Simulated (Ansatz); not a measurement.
A vibration from a frozen displacement in ZnS

Level of theory: Ansatz, DFT PBEsol, scalar-relativistic, plane waves, PAW. The runs took a 420 eV cutoff, a Γ-centred 6×6×6 mesh and Gaussian smearing (0.05 eV). No spin polarisation. Energies are free energies at this smearing, counted from the undisturbed cell; pressure is positive in compression.

Zero of the scan (relaxed at this level):

```
CELL_PARAMETERS angstrom
5.35652 0.00000 0.00000
0.00000 -5.35652 0.00000
0.00000 0.00000 -5.35652
ATOMIC_POSITIONS crystal
Zn 0.00000 0.00000 0.00000
Zn 0.50000 0.50000 0.00000
Zn 0.50000 0.00000 0.50000
Zn 0.00000 0.50000 0.50000
S 0.75000 0.75000 0.75000
S 0.25000 0.25000 0.75000
S 0.25000 0.75000 0.25000
S 0.75000 0.25000 0.25000
```

Atom 1 (Zn) is moved by x along the Cartesian unit vector (0.707, -0.707, 0.000); the cell and all other atoms stay fixed. The cell's volume is 153.69 Å³; the moved atoms weigh 65.380 u together and the others 324.380 u. Some rows repeat others by symmetry and weren't run.

| x (Å) | ΔE (meV/cell) | total force on the moved atoms along the move (eV/Å) | pressure (GPa) |
| --- | --- | --- | --- |
| -0.3000 | 341.33 | 2.4279 | 0.9054 |
| -0.2625 | 257.22 | 2.0623 | 0.6866 |
| -0.2250 | 186.35 | 1.7212 | 0.4999 |
| -0.1875 | 127.86 | 1.4015 | 0.3442 |
| -0.1500 | 81.02 | 1.0996 | 0.2182 |
| -0.0750 | 19.98 | 0.5353 | 0.0523 |
| 0.0000 | 0.00 | 0.0000 | -0.0025 |
| 0.0750 | 19.98 | -0.5353 | 0.0523 |
| 0.1500 | 81.02 | -1.0996 | 0.2182 |
| 0.1875 | 127.86 | -1.4015 | 0.3442 |
| 0.2250 | 186.35 | -1.7212 | 0.4999 |
| 0.2625 | 257.22 | -2.0623 | 0.6866 |
| 0.3000 | 341.33 | -2.4279 | 0.9054 |

Q: What frequency belongs to this motion?

A: The force constant is k = −dF/dx = 7.137 eV/Å², from the parabola through x = -0.0750, 0 and 0.0750. In every cell the moved atoms swing against the rest, so the mass is μ = m₁m₂/(m₁ + m₂) = 54.413 u, and ν̃ = 521.5 cm⁻¹ × √(|k|/μ) = 189 cm⁻¹. The pattern needn't be a normal mode: ν̃² is then a weighted mean of the squared nonzero frequencies at the zone centre of this cell, taken without macroscopic field, so it lies between the lowest and the highest of them.

Q: How far does the harmonic law reach?

A: At x = -0.300 Å, kx²/2 = 321.17 meV against the computed 341.33 meV (+6.3 %): the well is still close to harmonic there.

Q: The pressure changes with x². What does that say about the frequency under compression?

A: With E = k(V)x²/2, k ∝ V^(−2γ) and x scaling with the cell as V^(1/3), P − P0 = −∂E/∂V = (2γ − 2/3) ΔE/V. At x = 0.1500 Å, V(P − P0) = 153.69 × 0.22066 / 160.2 eV = 211.67 meV and ΔE = 81.02 meV, so γ = 1/3 + V(P − P0)/(2ΔE) = 1.64. This is the Grüneisen parameter of the motion under uniform scaling of the cell: shrinking the cell evenly by 1 % in volume raises the frequency by about 1.64 %.

Cost: 7 runs of about 4.7 core-minutes in all, on Arm Neoverse V2 (shared hosts).

Moving one Zn atom against its tetrahedral cage of S shortens some Zn–S bonds and lengthens others. The restoring force is therefore mainly bond stretching, with a softer bond-bending part. The well hardens at large x, probably because short-range repulsion rises steeply in the compressed bonds. Its evenness follows from symmetry: the tetrahedral site allows a cubic term, but this term vanishes along the chosen direction. The near-harmonic curve thus doesn't show that cubic anharmonicity is weak in ZnS. The harmonic force constant, by contrast, is the same in every direction at this site.

The value of 189 cm⁻¹ lies below the well-known optical modes of zinc blende, as expected when folded zone-boundary acoustic motion is mixed in, and is no estimate of the Raman line. The positive γ of 1.64 reflects bonds that stiffen as they shorten. Because stiff modes dominate this average, it doesn't conflict with the negative Grüneisen parameters of soft transverse acoustic modes, which govern the negative thermal expansion of ZnS at low temperature.
